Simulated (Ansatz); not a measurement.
Bismuth (dhcp) across density functionals

All rows: Ansatz, plane waves with scalar-relativistic PAW, 420 eV (500 eV for the SCAN forms), relaxed under each functional, no dispersion correction, no zero-point motion. B₀ comes from uniform scaling at fixed shape; a dash is a value not given.

```json
{"functional": "PBE", "V (Å³/atom)": "31.72", "cell": "a = 3.525 Å, c = 11.789 Å (c/a = 3.344)", "B₀ (GPa)": "52", "magnetic state": "spin not included", "ΔE to A7 rhombohedral (meV/atom)": "156"}
{"functional": "r²SCAN", "V (Å³/atom)": "31.28", "cell": "a = 3.506 Å, c = 11.754 Å (c/a = 3.353)", "B₀ (GPa)": "55", "magnetic state": "spin not included", "ΔE to A7 rhombohedral (meV/atom)": "274"}
{"functional": "PBEsol", "V (Å³/atom)": "30.15", "cell": "a = 3.469 Å, c = 11.568 Å (c/a = 3.334)", "B₀ (GPa)": "60", "magnetic state": "spin not included", "ΔE to A7 rhombohedral (meV/atom)": "109"}
{"functional": "LDA", "V (Å³/atom)": "29.46", "cell": "a = 3.443 Å, c = 11.475 Å (c/a = 3.333)", "B₀ (GPa)": "64", "magnetic state": "spin not included", "ΔE to A7 rhombohedral (meV/atom)": "127"}
{"functional": "revPBE", "V (Å³/atom)": "32.34", "cell": "a = 3.547 Å, c = 11.874 Å (c/a = 3.348)", "B₀ (GPa)": "49", "magnetic state": "spin not included", "ΔE to A7 rhombohedral (meV/atom)": "175"}
{"functional": "RPBE", "V (Å³/atom)": "32.60", "cell": "a = 3.556 Å, c = 11.911 Å (c/a = 3.350)", "B₀ (GPa)": "48", "magnetic state": "spin not included", "ΔE to A7 rhombohedral (meV/atom)": "182"}
{"functional": "BLYP", "V (Å³/atom)": "34.40", "cell": "a = 3.608 Å, c = 12.206 Å (c/a = 3.383)", "B₀ (GPa)": "41", "magnetic state": "spin not included", "ΔE to A7 rhombohedral (meV/atom)": "338"}
```

LDA gives the smallest volume and BLYP the largest.
